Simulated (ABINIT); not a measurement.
KTaO3:

```
CELL_PARAMETERS angstrom
3.98830 0.00000 0.00000
0.00000 3.98830 0.00000
0.00000 0.00000 3.98830
ATOMIC_POSITIONS crystal
Ta 0.00000 0.00000 0.00000
K 0.50000 0.50000 0.50000
O 0.00000 0.00000 0.50000
O 0.00000 0.50000 0.00000
O 0.50000 0.00000 0.00000
```

Base run:

```yaml
Program: ABINIT 10.8.3 (patched build)
Functional: PBE
Potentials_or_basis: JTH PAW PBE v2.0
Cutoff: 626 eV
k_mesh: 7 × 7 × 7
Occupations: fermi-dirac, width 0.05 eV
Spin: no spin polarisation
```

Its results: band gap on the k mesh 2.24 eV, indirect (least direct gap 2.80 eV); pressure 5.5 GPa.

Question: The run is repeated on the same cell with these changes: functional from PBE to rPW86PBE. What comes out?

Answer: Band gap on the k mesh 2.30 eV, indirect (least direct gap 2.86 eV); pressure 9.5 GPa.

Caveats: spin-orbit coupling is left out, which moves the levels of the heavy elements; the atomic spheres overlap; the PAW data sets were made with another functional, which shifts forces and pressure a little (some runs).

A k mesh can miss the band edges.
